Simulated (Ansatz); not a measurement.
# Ru: the cost of one run

Method: DFT PBE, scalar-relativistic, plane waves, PAW, in Ansatz 0.2.0.

## Step 1: Starting point

Symmetry: P6_3/mmc, No. 194, hexagonal system. Conventional cell: a = 2.706 Å, b = 2.706 Å, c = 4.282 Å, α = 90.00°, β = 90.00°, γ = 120.00°. Ru (site symmetry -6m2) is surrounded by 12 Ru at 2.65 to 2.71 Å.

Structure file:

```
Ru
1.0
     2.70580    0.00000    0.00000
    -1.35290    2.34329    0.00000
     0.00000    0.00000    4.28190
Ru
2
Direct
  0.33333 0.66667 0.25000
  0.66667 0.33333 0.75000
```

No relaxation comes first: the listed cell is the starting point.

## Step 2: Zero of energy

Reference values: F = -11757.3802 eV; pressure 4.55 GPa; largest force 0.000 eV/Å; gap on the mesh none (metal). It was computed beforehand with the settings of the runs below.

## Step 3: Next: a strain scan

The cell is strained by ε times the Voigt pattern (1, -1, 0, 0, 0, 0) (xx, yy, zz, yz, xz, xy; engineering shear), with fractional coordinates fixed (clamped ions). The stress on the pattern is the sum of the stress components weighted by it, tension positive.

## Step 4: Point ε = -0.1500

Contents of input.yaml:

```yaml
crystal:
  lattice:
    - [2.2999294341, 0.0, 0.0]
    - [-1.149964717, 2.6947846051, 0.0]
    - [0.0, 0.0, 4.2819]
  atoms:
    - { symbol: Ru, position: [0.3333333333, 0.6666666667, 0.25] }
    - { symbol: Ru, position: [0.6666666667, 0.3333333333, 0.75] }
basis:
  ecutwfc: 420
kpoints:
  mp_grid: { grid: [24, 24, 12] }
hamiltonian:
  xc: pbe
scf:
  occupations: { method: gaussian, width: 0.15 }
output:
  forces: true
  stress: true
  eigenvalues: true
```

Launch:

```
> ansatz run input.yaml --threads 1 --pin off --max-ram 2560MiB --backend cpu --events-out ev --progress --plain --runs-dir out
```

Q: Estimate wall time and peak memory on 1 thread of Intel Xeon Platinum 8488C (Sapphire Rapids), shared host.

About 23 s, with a peak of 0.75 GiB.
